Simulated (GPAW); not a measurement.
Crystal: AlCu.

```
Cu Al
1.0
     2.99751    0.00000    0.00000
     0.00000    2.99751    0.00000
     0.00000    0.00000    2.99751
Cu Al
1 1
Direct
  0.50000 0.50000 0.50000
  0.00000 0.00000 0.00000
```

The cell comes from a database or a generator and needn't be the stable form of this composition.

```yaml
Program: GPAW 26.7.0
Task: relaxation of cell and atoms
Functional: PBEsol
Dispersion: D4
Potentials_or_basis: PAW data sets generated in the run's folder for this functional
Cutoff: 600 eV
Basis: pw
k_mesh: 9 × 9 × 9
Occupations: fermi-dirac, width 0.05 eV
Spin: no spin polarisation
```

At the start: pressure -6.7 GPa; volume 13.47 Å³/atom.

How do energy, volume and symmetry change on relaxing?

Over 4 steps the energy falls by 16.1 meV/atom and the volume is 12.72 Å³/atom (-5.5 %); space group Pm-3m (No. 221, to 0.05 Å).

Step by step:
| step | energy change (eV) | largest force (eV/Å) | pressure (GPa) | volume (Å³) |
| --- | --- | --- | --- | --- |
| 1 | 0.0000 | 0.0000 | -6.66 | 26.93 |
| 2 | -0.0120 | 0.0000 | -5.41 | 26.61 |
| 3 | -0.0320 | 0.0000 | 0.52 | 25.35 |
| 4 | -0.0322 | 0.0000 | -0.03 | 25.45 |

Final structure:
```yaml
crystal:
  lattice:
    - [2.94146, 0.00000, 0.00000]
    - [0.00000, 2.94146, 0.00000]
    - [0.00000, 0.00000, 2.94146]
  atoms:
    - { symbol: Cu, position: [0.50000, 0.50000, 0.50000] }
    - { symbol: Al, position: [0.00000, 0.00000, 0.00000] }
```

Caveat: with this Cu data set, volumes or pressures lay over 1.5 % or 2 GPa off other programs in two to four cells of ten; later steps reuse the first step's grids; pairwise dispersion overbinds metals, which lowers pressure and volume.
